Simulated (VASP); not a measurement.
# MgO (Fm-3m) in VASP: further runs, part 2 of 2

VASP 6.6.1.

## (3) Relaxation of cell and atoms, PBE

This run uses another cell than the first one, of 9.57 Å³/atom, 1.021 times its volume.

INCAR reads:

```
  PREC = Accurate
  ENCUT = 520
  EDIFF = 1E-7
  ISMEAR = 0
  SIGMA = 0.02
  LREAL = F
  LASPH = T
  NELM = 60
  ALGO = Normal
  ISIF = 3
  LWAVE = F
  LCHARG = F
  GGA = PE
  IBRION = 2
  NSW = 80
  EDIFFG = -0.002
```

KPOINTS reads:

```
regular mesh
0
Gamma
  12 12 12
```

POSCAR reads:

```
MgO                                     
1.0
    0.0000000000      2.1234098250      2.1234098250
    2.1234098250      0.0000000000      2.1234098250
    2.1234098250      2.1234098250      0.0000000000
  Mg              O             
     1     1
Direct
     0.0000000000000000    0.0000000000000000    0.0000000000000000
     0.5000000000000000    0.5000000000000000    0.5000000000000000
```

Potentials or basis: VASP PAW PBE potentials, release 64 (Mg, O).

Run with:

```console
cat potpaw_PBE.64/Mg/POTCAR potpaw_PBE.64/O/POTCAR > POTCAR
mpirun -np 1 vasp_std > vasp.out
```

OUTCAR:

```text
PREC = Accurate
   ENCUT = 520
   EDIFF = 1E-7
   ISMEAR = 0
   LREAL = F
   LASPH = T
   NELM = 60
   ISIF = 3
   GGA = PE
   IBRION = 2
   NSW = 80
   EDIFFG = -0.002

 ion  position               nearest neighbor table
   1  0.000  0.000  0.000-   2 2.12   2 2.12   2 2.12   2 2.12   2 2.12   2 2.12
   2  0.500  0.500  0.500-   1 2.12   1 2.12   1 2.12   1 2.12   1 2.12   1 2.12

  LATTYP: Found a face centered cubic cell.
 ALAT       =     4.2468196500

  Lattice vectors:

 A1 = (   0.0000000000,   2.1234098250,   2.1234098250)
 A2 = (   2.1234098250,   0.0000000000,   2.1234098250)
 A3 = (   2.1234098250,   2.1234098250,   0.0000000000)

Analysis of symmetry for initial positions (statically):
=====================================================================
 Subroutine PRICEL returns:
 Original cell was already a primitive cell.

 Routine SETGRP: Setting up the symmetry group for a
 face centered cubic supercell.

 Subroutine GETGRP returns: Found 48 space group operations
 (whereof 48 operations were pure point group operations)
 out of a pool of 48 trial point group operations.

The static configuration has the point symmetry O_h .

Analysis of symmetry for dynamics (positions and initial velocities):
=====================================================================
 Subroutine PRICEL returns:
 Original cell was already a primitive cell.

 Routine SETGRP: Setting up the symmetry group for a
 face centered cubic supercell.

 Subroutine GETGRP returns: Found 48 space group operations
 (whereof 48 operations were pure point group operations)
 out of a pool of 48 trial point group operations.

The dynamic configuration has the point symmetry O_h .

 Subroutine INISYM returns: Found 48 space group operations
 (whereof 48 operations are pure point group operations),
 and found     1 'primitive' translations

----------------------------------------------------------------------------------------

                                     Primitive cell

  volume of cell :      19.1484

  direct lattice vectors                    reciprocal lattice vectors
     0.000000000  2.123409825  2.123409825    -0.235470324  0.235470324  0.235470324
     2.123409825  0.000000000  2.123409825     0.235470324 -0.235470324  0.235470324
     2.123409825  2.123409825  0.000000000     0.235470324  0.235470324 -0.235470324

  length of vectors
     3.002954973  3.002954973  3.002954973     0.407846565  0.407846565  0.407846565

  position of ions in fractional coordinates (direct lattice)
     0.000000000  0.000000000  0.000000000
     0.500000000  0.500000000  0.500000000

  ion indices of the primitive-cell ions
   primitive index   ion index
                 1           1
                 2           2

----------------------------------------------------------------------------------------

 KPOINTS: regular mesh

Automatic generation of k-mesh.
 Grid dimensions read from file:
 generate k-points for:   12   12   12
[... 21 lines left out ...]
  0.000000  0.000000  0.000000      1.000000
  0.083333  0.000000  0.000000      8.000000
  0.166667  0.000000  0.000000      8.000000
  0.250000  0.000000  0.000000      8.000000
  0.333333  0.000000  0.000000      8.000000
  0.416667  0.000000  0.000000      8.000000
[... 16 lines left out ...]
  0.500000  0.166667  0.000000     24.000000
 -0.416667  0.166667  0.000000     24.000000
 [... further k-points ...]
   k-points           NKPTS =     72   k-points in BZ     NKDIM =     72   number of bands    NBANDS=      8
   number of dos      NEDOS =    301   number of ions     NIONS =      2
   total plane-waves  NPLWV =  13824
   dimension x,y,z NGX =    24 NGY =   24 NGZ =   24
   dimension x,y,z NGXF=    48 NGYF=   48 NGZF=   48
   ions per type =               1   1
   NGX,Y,Z   is equivalent  to a cutoff of  13.29, 13.29, 13.29 a.u.
   NGXF,Y,Z  is equivalent  to a cutoff of  26.57, 26.57, 26.57 a.u.
 SYSTEM =  unknown system
   PREC   = accura    normal or accurate (medium, high low for compatibility)
   ISTART =      0    job   : 0-new  1-cont  2-samecut
   ICHARG =      2    charge: 1-file 2-atom 10-const
   ISPIN  =      1    spin polarized calculation?
   LNONCOLLINEAR =      F non collinear calculations
   LSORBIT =      F    spin-orbit coupling
   LASPH  =      T    aspherical Exc in radial PAW
   ENCUT  =  520.0 eV  38.22 Ry    6.18 a.u.   5.58  5.58  5.58*2*pi/ulx,y,z
   NELM   =     60;   NELMIN=  2; NELMDL= -5     # of ELM steps
   EDIFF  = 0.1E-06   stopping-criterion for ELM
   LREAL  =      F    real-space projection
   EDIFFG = -.2E-02   stopping-criterion for IOM
   NSW    =     80    number of steps for IOM
   IBRION =      2    ionic relax: 0-MD 1-quasi-New 2-CG
   NFREE  =      1    steps in history (QN), initial steepest desc. (CG)
   ISIF   =      3    stress and relaxation
   ISYM   =      2    0-nonsym 1-usesym 2-fastsym
   POTIM  = 0.5000    time-step for ionic-motion
   TEBEG  =    0.0;   TEEND  =   0.0 temperature during run
   PSTRESS=    0.0 pullay stress
   NELECT =       8.0000    total number of electrons
   NUPDOWN=      -1.0000    fix difference up-down
   EMIN   =  10.00;   EMAX   =-10.00  energy-range for DOS
   EFERMI =   0.00;   METHOD = LEGACY
   ISMEAR =     0;   SIGMA  =   0.02  broadening in eV -4-tet -1-fermi 0-gaus
   EFERMI_NEDOS =   21; number of points for ismear=-14 and -15
   IALGO  =     38    algorithm
   IMIX   =      4    mixing-type and parameters
     AMIX     =   0.40;   BMIX     =  1.00
     AMIX_MAG =   1.60;   BMIX_MAG =  1.00
  volume/ion in A,a.u.               =       9.57        64.61
  Fermi-wavevector in a.u.,A,eV,Ry     =   1.223849  2.312738 20.378877  1.497805
  Thomas-Fermi vector in A             =   2.358945
   LORBIT       =      0    0 simple, 1 ext, 2 COOP (PROOUT), +10 PAW based schemes
   GGA     = PE    functional components
   LHFCALC =     F    Hartree Fock is set to
   AEXX    =    0.0000 exact exchange contribution
   IVDW    =     0    specifies the selected vdW correction
   LEPSILON=     F    determine dielectric tensor
   LRPA    =     F    only Hartree local field effects (RPA)
 conjugate gradient relaxation of ions
 non-spin polarized calculation
 Gauss-broadening in eV      SIGMA  =   0.02
  energy-cutoff  :      520.00
  volume of cell :       19.15
 maximum number of plane-waves:       532
 NGX is ok and might be reduce to    24
   NGX = 11   NGY = 11   NGZ = 11

 number of electron       8.0000004 magnetization

 Free energy of the ion-electron system (eV)
  ---------------------------------------------------
  ext. energy  EPLUGINS =         0.00000000
  ---------------------------------------------------
  free energy    TOTEN  =       -11.91176462 eV

  energy without entropy =      -11.91176462  energy(sigma->0) =      -11.91176462

 E-fermi :   3.1120     XC(G=0): -10.9624

 val. band max:        3.0042950878   @ k =   0.0000   0.0000   0.0000
 cond. band min:       7.4945725825   @ k =   0.0000   0.0000   0.0000
 fundamental gap:      4.4902774947
 Fermi energy:         3.1119698573

 k-point     1 :       0.0000    0.0000    0.0000
  band No.  band energies     occupation
      1     -14.1346      2.00000
      2       3.0043      2.00000
      3       3.0043      2.00000
      4       3.0043      2.00000
      5       7.4946      0.00000
      6      18.6642      0.00000
      7      18.6642      0.00000
      8      18.6642      0.00000
[... 243 lines left out ...]
 k-point    24 :      -0.4167    0.1667    0.0000
  band No.  band energies     occupation
      1     -12.8289      2.00000
      2      -1.1101      2.00000
      3       1.4729      2.00000
      4       2.2517      2.00000
      5      11.8846      0.00000
      6      15.1081      0.00000
      7      16.9374      0.00000
      8      19.6664      0.00000

 [... further k-points ...]

------------------------ aborting loop because EDIFF is reached ----------------------------------------

  FORCE on cell =-STRESS in cart. coord.  units (eV):
  Direction    XX          YY          ZZ          XY          YZ          ZX
  --------------------------------------------------------------------------------------
  -------------------------------------------------------------------------------------
  Total        0.0010101      0.0010101      0.0010101     -0.0000000     -0.0000000      0.0000000
  in kB        0.0845206      0.0845206      0.0845206     -0.0000000     -0.0000000      0.0000000
  external PRESSURE =       0.0845206 kB  Pullay stress =       0.0000000 kB

 VOLUME and BASIS-vectors are now :
 -----------------------------------------------------------------------------
  energy-cutoff  :      520.00
  volume of cell :       19.15
      direct lattice vectors                 reciprocal lattice vectors
     0.000000000  2.123409825  2.123409825    -0.235470324  0.235470324  0.235470324
     2.123409825  0.000000000  2.123409825     0.235470324 -0.235470324  0.235470324
     2.123409825  2.123409825  0.000000000     0.235470324  0.235470324 -0.235470324

 POSITION                                       TOTAL-FORCE (eV/Angst)
 -----------------------------------------------------------------------------------
      0.00000      0.00000      0.00000        -0.000000     -0.000000     -0.000000
      2.12341      2.12341      2.12341         0.000000      0.000000      0.000000
 -----------------------------------------------------------------------------------
    total drift:                               -0.000000     -0.000000      0.000000

  FREE ENERGIE OF THE ION-ELECTRON SYSTEM (eV)
  ---------------------------------------------------
  free  energy   TOTEN  =       -11.9117646216 eV

  energy  without entropy=      -11.9117646216  energy(sigma->0) =      -11.91176462

 reached required accuracy - stopping structural energy minimisation
```

Run time: 7.8 s. Hardware: 1 thread of Intel Xeon Platinum 8259CL at 2.50GHz (Skylake/Cascade Lake), shared host; peak memory 0.14 GiB.

Results:

```yaml
Free_energy: -11.9118 eV
Pressure_after_relaxing: 0.0 GPa
Band_gap_on_the_k_mesh: 4.49 eV, direct
```

Final structure:
```xyz
2
Lattice="0.0000 2.1234 2.1234 2.1234 0.0000 2.1234 2.1234 2.1234 0.0000" Properties=species:S:1:pos:R:3 pbc="T T T"
Mg    0.0000    0.0000    0.0000
O     2.1234    2.1234    2.1234
```

Levels at points of the mesh, in eV from the valence-band top:
| k point | band 1 | band 2 | band 3 | band 4 | band 5 | band 6 | band 7 | band 8 |
| --- | --- | --- | --- | --- | --- | --- | --- | --- |
| (0.00, 0.00, 0.00) | -17.14 | 0.00 | 0.00 | 0.00 | 4.49 | 15.66 | 15.66 | 15.66 |
| (0.50, 0.00, 0.00) | -15.92 | -4.51 | -0.63 | -0.63 | 7.74 | 12.33 | 16.06 | 16.06 |
| (0.50, 0.50, 0.00) | -15.67 | -3.98 | -1.31 | -1.31 | 9.09 | 9.70 | 12.84 | 18.60 |

Caveat: the relaxation stopped at its first step, so nothing moved. A k mesh can miss the band edges.
